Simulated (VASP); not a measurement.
# Pd in VASP: notebook, part 2 of 2

VASP 6.6.1. Earlier steps stand in the parts before.

### Step 3. Single point, PBE

INCAR reads:

```
PREC = Accurate ; ENCUT = 400
EDIFF = 1E-7 ; ISMEAR = 1
SIGMA = 0.1 ; LREAL = Auto
LASPH = T ; NELM = 60
ALGO = Normal ; ISIF = 2
LWAVE = F ; LCHARG = F
GGA = PE ; NBANDS = 94
ISYM = 0 ; KPAR = 4
```

KPOINTS reads:

```
regular mesh
0
Gamma
  6 6 1
```

POSCAR reads:

```
Pd                                      
1.0
    5.5012907576      0.0000000000      0.0000000000
    2.7506453788      4.7642575497      0.0000000000
    0.0000000000      0.0000000000     23.2376776414
  Pd            
    16
Selective dynamics
Direct
     0.0000000000000000    0.0000000000000000    0.1075839005000034   F   F   F
     0.5000000000000000    0.0000000000000000    0.1075839005000034   F   F   F
     0.0000000000000000    0.5000000000000000    0.1075839005000034   F   F   F
     0.5000000000000000    0.5000000000000000    0.1075839005000034   F   F   F
     0.1666666667000030    0.1666666667000030    0.2042326527000000   F   F   F
     0.6666666667000030    0.1666666667000030    0.2042326527000000   F   F   F
     0.1666666667000030    0.6666666667000030    0.2042326527000000   F   F   F
     0.6666666667000030    0.6666666667000030    0.2042326527000000   F   F   F
     0.8333333313684622    0.3333333293365997    0.3004149368443983   T   T   T
     0.3333333304904648    0.3333333311010349    0.3004149343333709   T   T   T
     0.8333333318254486    0.8333333309980131    0.3004149363203560   T   T   T
     0.3333333291383039    0.8333333313505883    0.3004149363529969   T   T   T
     0.0000000031763799    0.0000000014764646    0.3978985651555227   T   T   T
     0.5000000031758841    0.0000000052999774    0.3978985705888914   T   T   T
     0.0000000058151769    0.5000000037582583    0.3978985693036455   T   T   T
     0.5000000007159596    0.5000000023229604    0.3978985660052469   T   T   T
```

Potentials or basis: VASP PAW PBE potentials, release 64 (Pd).

Launch:

```bash
$ cat potpaw_PBE.64/Pd/POTCAR > POTCAR
$ mpirun -np 4 vasp_std > vasp.out
```

OUTCAR:

```text
PREC = Accurate
   ENCUT = 400
   EDIFF = 1E-7
   ISMEAR = 1
   LREAL = Auto
   LASPH = T
   NELM = 60
   ISIF = 2
   GGA = PE
   ISYM = 0

 ion  position               nearest neighbor table
   1  0.000  0.000  0.108-   2 2.75   2 2.75   3 2.75   4 2.75   3 2.75   4 2.75   6 2.75   7 2.75
                             5 2.75
   2  0.500  0.000  0.108-   1 2.75   1 2.75   3 2.75   4 2.75   4 2.75   3 2.75   5 2.75   8 2.75
                             6 2.75
   3  0.000  0.500  0.108-   4 2.75   4 2.75   1 2.75   2 2.75   2 2.75   1 2.75   8 2.75   5 2.75
                             7 2.75
   4  0.500  0.500  0.108-   3 2.75   3 2.75   1 2.75   2 2.75   1 2.75   2 2.75   7 2.75   6 2.75
                             8 2.75
   5  0.167  0.167  0.204-  10 2.74  12 2.74   9 2.74   6 2.75   6 2.75   7 2.75   8 2.75   7 2.75
                             8 2.75   2 2.75   3 2.75   1 2.75
   6  0.667  0.167  0.204-  10 2.74   9 2.74  11 2.74   5 2.75   5 2.75   7 2.75   8 2.75   8 2.75
                             7 2.75   1 2.75   4 2.75   2 2.75
   7  0.167  0.667  0.204-  10 2.74  12 2.74  11 2.74   8 2.75   8 2.75   5 2.75   6 2.75   6 2.75
                             5 2.75   4 2.75   1 2.75   3 2.75
   8  0.667  0.667  0.204-  11 2.74  12 2.74   9 2.74   7 2.75   7 2.75   5 2.75   6 2.75   5 2.75
                             6 2.75   3 2.75   2 2.75   4 2.75
   9  0.833  0.333  0.300-   6 2.74   5 2.74   8 2.74  12 2.75  11 2.75  10 2.75  10 2.75  11 2.75
                            12 2.75  13 2.77  16 2.77  15 2.77
  10  0.333  0.333  0.300-   5 2.74   7 2.74   6 2.74  11 2.75  12 2.75   9 2.75   9 2.75  12 2.75
                            11 2.75  16 2.77  15 2.77  14 2.77
  11  0.833  0.833  0.300-   8 2.74   7 2.74   6 2.74  12 2.75   9 2.75  10 2.75  10 2.75   9 2.75
                            12 2.75  13 2.77  15 2.77  14 2.77
  12  0.333  0.833  0.300-   7 2.74   5 2.74   8 2.74  11 2.75   9 2.75  10 2.75  10 2.75   9 2.75
                            11 2.75  13 2.77  16 2.77  14 2.77
  13  0.000  0.000  0.398-  15 2.75  14 2.75  16 2.75  16 2.75  14 2.75  15 2.75   9 2.77  12 2.77
                            11 2.77
  14  0.500  0.000  0.398-  16 2.75  15 2.75  13 2.75  13 2.75  15 2.75  16 2.75  11 2.77  10 2.77
                            12 2.77
  15  0.000  0.500  0.398-  16 2.75  13 2.75  14 2.75  14 2.75  13 2.75  16 2.75  11 2.77  10 2.77
                             9 2.77
  16  0.500  0.500  0.398-  15 2.75  14 2.75  13 2.75  13 2.75  14 2.75  15 2.75   9 2.77  12 2.77
                            10 2.77

IMPORTANT INFORMATION: All symmetrisations will be switched off!
NOSYMM: (Re-)initialisation of all symmetry stuff for point group C_1.

----------------------------------------------------------------------------------------

                                     Primitive cell

  volume of cell :     609.0494

  direct lattice vectors                    reciprocal lattice vectors
     5.501290758  0.000000000  0.000000000     0.181775522 -0.104948147  0.000000000
     2.750645379  4.764257550  0.000000000     0.000000000  0.209896293  0.000000000
     0.000000000  0.000000000 23.237677641     0.000000000  0.000000000  0.043033560

  length of vectors
     5.501290758  5.501290758 23.237677641     0.209896293  0.209896293  0.043033560

  position of ions in fractional coordinates (direct lattice)
     0.000000000  0.000000000  0.107583901
     0.500000000  0.000000000  0.107583901
     0.000000000  0.500000000  0.107583901
     0.500000000  0.500000000  0.107583901
     0.166666667  0.166666667  0.204232653
     0.666666667  0.166666667  0.204232653
[... 8 lines left out ...]
     0.000000006  0.500000004  0.397898569
     0.500000001  0.500000002  0.397898566

  ion indices of the primitive-cell ions
   primitive index   ion index
                 1           1
                 2           2
[... 68 lines left out ...]
   ions per type =              16
   NGX,Y,Z   is equivalent  to a cutoff of  10.88, 10.88, 11.45 a.u.
   NGXF,Y,Z  is equivalent  to a cutoff of  21.76, 21.76, 22.89 a.u.
 SYSTEM =  unknown system
   PREC   = accura    normal or accurate (medium, high low for compatibility)
   ISTART =      0    job   : 0-new  1-cont  2-samecut
   ICHARG =      2    charge: 1-file 2-atom 10-const
   ISPIN  =      1    spin polarized calculation?
   LNONCOLLINEAR =      F non collinear calculations
   LSORBIT =      F    spin-orbit coupling
   LASPH  =      T    aspherical Exc in radial PAW
   ENCUT  =  400.0 eV  29.40 Ry    5.42 a.u.   8.97  8.97 37.89*2*pi/ulx,y,z
   NELM   =     60;   NELMIN=  2; NELMDL= -5     # of ELM steps
   EDIFF  = 0.1E-06   stopping-criterion for ELM
   LREAL  =      T    real-space projection
   EDIFFG = 0.1E-05   stopping-criterion for IOM
   NSW    =      0    number of steps for IOM
   IBRION =     -1    ionic relax: 0-MD 1-quasi-New 2-CG
   NFREE  =      0    steps in history (QN), initial steepest desc. (CG)
   ISIF   =      2    stress and relaxation
   ISYM   =      0    0-nonsym 1-usesym 2-fastsym
   POTIM  = 0.5000    time-step for ionic-motion
   TEBEG  =    0.0;   TEEND  =   0.0 temperature during run
   PSTRESS=    0.0 pullay stress
   NELECT =     160.0000    total number of electrons
   NUPDOWN=      -1.0000    fix difference up-down
   EMIN   =  10.00;   EMAX   =-10.00  energy-range for DOS
   EFERMI =   0.00;   METHOD = LEGACY
   ISMEAR =     1;   SIGMA  =   0.10  broadening in eV -4-tet -1-fermi 0-gaus
   EFERMI_NEDOS =   21; number of points for ismear=-14 and -15
   IALGO  =     38    algorithm
   IMIX   =      4    mixing-type and parameters
     AMIX     =   0.40;   BMIX     =  1.00
     AMIX_MAG =   1.60;   BMIX_MAG =  1.00
  volume/ion in A,a.u.               =      38.07       256.88
  Fermi-wavevector in a.u.,A,eV,Ry     =   1.048489  1.981357 14.957288  1.099330
  Thomas-Fermi vector in A             =   2.183413
   LORBIT       =      0    0 simple, 1 ext, 2 COOP (PROOUT), +10 PAW based schemes
   GGA     = PE    functional components
   LHFCALC =     F    Hartree Fock is set to
   AEXX    =    0.0000 exact exchange contribution
   IVDW    =     0    specifies the selected vdW correction
   LEPSILON=     F    determine dielectric tensor
   LRPA    =     F    only Hartree local field effects (RPA)
 non-spin polarized calculation
 Methfessel and Paxton  Order N= 1 SIGMA  =   0.10
  energy-cutoff  :      400.00
  volume of cell :      609.05
 maximum number of plane-waves:     11095
   NGX = 17   NGY = 17   NGZ = 75

 number of electron     159.9999950 magnetization

 Free energy of the ion-electron system (eV)
  ---------------------------------------------------
  ext. energy  EPLUGINS =         0.00000000
  ---------------------------------------------------
  free energy    TOTEN  =       -79.00520546 eV

  energy without entropy =      -79.01106892  energy(sigma->0) =      -79.00715995

 E-fermi :   0.5332     XC(G=0):  -5.8490

 val. band max:        0.5194118694   @ k =   0.3333   0.3333   0.0000
 cond. band min:       0.5375934123   @ k =   0.3333   0.0000   0.0000
 fundamental gap:      0.0181815429
 Fermi energy:         0.5332204153

 k-point     1 :       0.0000    0.0000    0.0000
  band No.  band energies     occupation
      1      -6.0883      2.00000
      2      -4.9986      2.00000
      3      -4.5543      2.00000
      4      -4.5543      2.00000
      5      -4.5543      2.00000
      6      -4.5066      2.00000
[... 1889 lines left out ...]
     91       4.2448      0.00000
     92       4.2448      0.00000
 [bands above 92 left out]

------------------------ aborting loop because EDIFF is reached ----------------------------------------

  FORCE on cell =-STRESS in cart. coord.  units (eV):
  Direction    XX          YY          ZZ          XY          YZ          ZX
  --------------------------------------------------------------------------------------
  -------------------------------------------------------------------------------------
  Total       -0.4154924     -0.4154285      6.1163551     -0.0000545      0.0000007      0.0000016
  in kB       -1.0930023     -1.0928343     16.0898027     -0.0001433      0.0000019      0.0000042
  external PRESSURE =       4.6346554 kB  Pullay stress =       0.0000000 kB

 VOLUME and BASIS-vectors are now :
 -----------------------------------------------------------------------------
  energy-cutoff  :      400.00
  volume of cell :      609.05
      direct lattice vectors                 reciprocal lattice vectors
     5.501290758  0.000000000  0.000000000     0.181775522 -0.104948147  0.000000000
     2.750645379  4.764257550  0.000000000     0.000000000  0.209896293  0.000000000
     0.000000000  0.000000000 23.237677641     0.000000000  0.000000000  0.043033560

 POSITION                                       TOTAL-FORCE (eV/Angst)
 -----------------------------------------------------------------------------------
      0.00000      0.00000      2.50000        -0.000000     -0.000000     -0.296593
      2.75065      0.00000      2.50000        -0.000000     -0.000000     -0.296592
      1.37532      2.38213      2.50000        -0.000000     -0.000000     -0.296594
      4.12597      2.38213      2.50000        -0.000000     -0.000000     -0.296591
      1.37532      0.79404      4.74589        -0.000000     -0.000000      0.014013
      4.12597      0.79404      4.74589        -0.000000     -0.000000      0.014013
[... 8 lines left out ...]
      1.37532      2.38213      9.24624         0.000000      0.000000      0.190203
      4.12597      2.38213      9.24624         0.000001      0.000000      0.190203
 -----------------------------------------------------------------------------------
    total drift:                               -0.000002     -0.000001     -0.014822

  FREE ENERGIE OF THE ION-ELECTRON SYSTEM (eV)
  ---------------------------------------------------
  free  energy   TOTEN  =       -79.0052054622 eV

  energy  without entropy=      -79.0110689196  energy(sigma->0) =      -79.00715995
```

It took 19 min on 4 MPI ranks of Intel Xeon Platinum 8488C (Sapphire Rapids), shared host; peak memory 0.8 GiB.

Results:

```yaml
Free_energy: -79.0052 eV
Largest_force: 0.297 eV/Å
Band_gap_on_the_k_mesh: none (metal or under the smearing width)
```

Forces on the atoms (eV/Å):
```
Pd   0.000  0.000 -0.297
Pd   0.000  0.000 -0.297
Pd   0.000  0.000 -0.297
Pd   0.000  0.000 -0.297
Pd   0.000  0.000  0.014
Pd   0.000  0.000  0.014
Pd   0.000  0.000  0.014
Pd   0.000  0.000  0.014
Pd   0.000  0.000  0.092
Pd   0.000  0.000  0.092
Pd   0.000  0.000  0.092
Pd   0.000  0.000  0.092
Pd   0.000  0.000  0.190
Pd   0.000  0.000  0.190
Pd   0.000  0.000  0.190
Pd   0.000  0.000  0.190
```

### Step 4. Single point, RPBE

INCAR: that of step 3 with these lines changed.

```diff
@@ -6,3 +6,3 @@
 LWAVE = F ; LCHARG = F
-GGA = PE ; NBANDS = 94
+GGA = RP ; NBANDS = 94
 ISYM = 0 ; KPAR = 4
```

KPOINTS is that of step 3.

POSCAR is that of step 3.

Potentials or basis: VASP PAW PBE potentials, release 64 (Pd).

Launch:

```bash
$ cat potpaw_PBE.64/Pd/POTCAR > POTCAR
$ mpirun -np 4 vasp_std > vasp.out
```

OUTCAR:

```text
PREC = Accurate
   ENCUT = 400
   EDIFF = 1E-7
   ISMEAR = 1
   LREAL = Auto
   LASPH = T
   NELM = 60
   ISIF = 2
   GGA = RP
   ISYM = 0

 ion  position               nearest neighbor table
   1  0.000  0.000  0.108-   2 2.75   2 2.75   3 2.75   4 2.75   3 2.75   4 2.75   6 2.75   7 2.75
                             5 2.75
   2  0.500  0.000  0.108-   1 2.75   1 2.75   3 2.75   4 2.75   4 2.75   3 2.75   5 2.75   8 2.75
                             6 2.75
   3  0.000  0.500  0.108-   4 2.75   4 2.75   1 2.75   2 2.75   2 2.75   1 2.75   8 2.75   5 2.75
[... 2111 lines left out ...]
  Total        6.9195981      6.9196736     11.4341001     -0.0000661      0.0000014      0.0000026
  in kB       18.2028295     18.2030282     30.0787663     -0.0001739      0.0000038      0.0000067
  external PRESSURE =      22.1615413 kB  Pullay stress =       0.0000000 kB

 VOLUME and BASIS-vectors are now :
 -----------------------------------------------------------------------------
  energy-cutoff  :      400.00
  volume of cell :      609.05
      direct lattice vectors                 reciprocal lattice vectors
     5.501290758  0.000000000  0.000000000     0.181775522 -0.104948147  0.000000000
     2.750645379  4.764257550  0.000000000     0.000000000  0.209896293  0.000000000
     0.000000000  0.000000000 23.237677641     0.000000000  0.000000000  0.043033560

 POSITION                                       TOTAL-FORCE (eV/Angst)
 -----------------------------------------------------------------------------------
      0.00000      0.00000      2.50000        -0.000000     -0.000000     -0.498880
      2.75065      0.00000      2.50000        -0.000000     -0.000000     -0.498879
      1.37532      2.38213      2.50000        -0.000000     -0.000000     -0.498880
      4.12597      2.38213      2.50000        -0.000000     -0.000000     -0.498881
      1.37532      0.79404      4.74589        -0.000000     -0.000000      0.016509
      4.12597      0.79404      4.74589        -0.000000     -0.000000      0.016508
[... 8 lines left out ...]
      1.37532      2.38213      9.24624         0.000000      0.000000      0.389253
      4.12597      2.38213      9.24624         0.000000      0.000000      0.389252
 -----------------------------------------------------------------------------------
    total drift:                                0.000000      0.000000     -0.015165

  FREE ENERGIE OF THE ION-ELECTRON SYSTEM (eV)
  ---------------------------------------------------
  free  energy   TOTEN  =       -70.0368610157 eV

  energy  without entropy=      -70.0389617377  energy(sigma->0) =      -70.03756126
```

OSZICAR:

```text
N       E                     dE             d eps       ncg     rms          rms(c)
DAV:   1     0.956675019540E+03    0.95668E+03   -0.64744E+04  3760   0.121E+03
DAV:   2    -0.175202442887E+02   -0.97420E+03   -0.91323E+03  4280   0.288E+02
DAV:   3    -0.714486130926E+02   -0.53928E+02   -0.47335E+02  4424   0.610E+01
[... 31 lines left out ...]
DAV:  35    -0.700368579251E+02   -0.64141E-05   -0.35759E-07  3126   0.997E-04    0.404E-04
DAV:  36    -0.700368589246E+02   -0.99950E-06   -0.21609E-08  2452   0.456E-04    0.260E-04
DAV:  37    -0.700368602387E+02   -0.13142E-05   -0.49165E-08  2468   0.352E-04    0.116E-04
DAV:  38    -0.700368609180E+02   -0.67923E-06   -0.24286E-08  2420   0.237E-04    0.110E-04
DAV:  39    -0.700368610157E+02   -0.97694E-07   -0.40648E-09  2194   0.154E-04
   1 F= -.70036861E+02 E0= -.70037561E+02  d E =0.210072E-02
```

stdout:

```text
POSCAR found type information on POSCAR Pd
 POSCAR found :  1 types and      16 ions
 scaLAPACK will be used
 -----------------------------------------------------------------------------
|                                                                             |
|                                                                             |
|     You enforced a specific xc type in the INCAR file but a different       |
|     I HOPE YOU KNOW WHAT YOU ARE DOING!                                     |
|                                                                             |
 -----------------------------------------------------------------------------

 LDA part: xc-table for (Slater+PW92), standard interpolation
 POSCAR, INCAR and KPOINTS ok, starting setup
 FFT: planning ... GRIDC
 FFT: planning ... GRID_SOFT
 FFT: planning ... GRID
 WAVECAR not read
 entering main loop
```

Run time: 21 min. Hardware: 4 MPI ranks of Intel Xeon Platinum 8488C (Sapphire Rapids), shared host; peak memory 0.79 GiB.

What came out:

* Free energy: -70.0369 eV
* Largest force: 0.499 eV/Å
* Band gap on the k mesh: none (metal or under the smearing width)

Forces in eV/Å, atoms in the order of the input:
```
Pd   0.000  0.000 -0.499
Pd   0.000  0.000 -0.499
Pd   0.000  0.000 -0.499
Pd   0.000  0.000 -0.499
Pd   0.000  0.000  0.017
Pd   0.000  0.000  0.017
Pd   0.000  0.000  0.017
Pd   0.000  0.000  0.017
Pd   0.000  0.000  0.093
Pd   0.000  0.000  0.093
Pd   0.000  0.000  0.093
Pd   0.000  0.000  0.093
Pd   0.000  0.000  0.389
Pd   0.000  0.000  0.389
Pd   0.000  0.000  0.389
Pd   0.000  0.000  0.389
```

Caveat: the PAW data sets were made with another functional, which shifts forces and pressure a little.

### Step 5. Single point, RPBE+D3(BJ)

INCAR: that of step 4 with these lines changed.

```diff
@@ -6,3 +6,4 @@
 LWAVE = F ; LCHARG = F
-GGA = RP ; NBANDS = 94
-ISYM = 0 ; KPAR = 4
+GGA = RP ; IVDW = 12
+NBANDS = 94 ; ISYM = 0
+KPAR = 4
```

KPOINTS is that of step 4.

POSCAR is that of step 4.

Launch:

```bash
$ cat potpaw_PBE.64/Pd/POTCAR > POTCAR
$ mpirun -np 4 vasp_std > vasp.out
```

Run time: 18 min. Hardware: 4 MPI ranks of Intel Xeon Platinum 8488C (Sapphire Rapids), shared host; peak memory 0.8 GiB.

The run converged. Its results:

```
Free energy                : -116.7336 eV
Largest force              : 1.111 eV/Å
Band gap on the k mesh     : none (metal or under the smearing width)
Dispersion energy per atom : -2.919 eV
```

Forces in eV/Å, atoms in the order of the input:
```
Pd   0.000  0.000  0.997
Pd   0.000  0.000  0.997
Pd   0.000  0.000  0.997
Pd   0.000  0.000  0.997
Pd   0.000  0.000  0.170
Pd   0.000  0.000  0.170
Pd   0.000  0.000  0.170
Pd   0.000  0.000  0.170
Pd   0.000  0.000 -0.057
Pd   0.000  0.000 -0.057
Pd   0.000  0.000 -0.057
Pd   0.000  0.000 -0.057
Pd   0.000  0.000 -1.111
Pd   0.000  0.000 -1.111
Pd   0.000  0.000 -1.111
Pd   0.000  0.000 -1.111
```

Levels at points of the mesh, in eV from the Fermi level:
```tsv
k point	band 77	band 78	band 79	band 80	band 81	band 82
(0.00, 0.00, 0.00)	0.16	0.35	0.35	0.35	0.37	0.37
(0.50, 0.00, 0.00)	-0.22	-0.22	0.00	0.00	0.03	0.03
(0.50, 0.50, 0.00)	-0.22	-0.22	0.00	0.00	0.03	0.03
(0.00, 0.50, 0.00)	-0.22	-0.22	0.00	0.00	0.03	0.03
```

Caveat: the PAW data sets were made with another functional, which shifts forces and pressure a little.

### Step 6. Overview

```csv
task,level,cell,atoms held fixed (from 0),gap on the mesh (eV),largest force (eV/Å)
relaxation of the atoms,PBE+D3(BJ),atoms relaxed,"[0, 1, 2, 3, 4, 5, 6, 7]",none,-
single point,PBE,"P3m1, 38.07 Å³/atom",-,none,0.30
single point,RPBE,"P3m1, 38.07 Å³/atom",-,none,0.50
single point,RPBE+D3(BJ),"P3m1, 38.07 Å³/atom",-,none,1.11
```

Alike in all rows: potentials or basis VASP PAW PBE potentials, release 64 (Pd); no spin polarisation; k mesh 6 × 6 × 1; cutoff (eV) 400; smearing methfessel-paxton 0.1 eV.

Every run on the cell as given and a fine mesh finds a metal.

Caveats: the PAW data sets were made with another functional, which shifts forces and pressure a little (some runs).

Absolute energies hang on the potentials; compare differences alone.
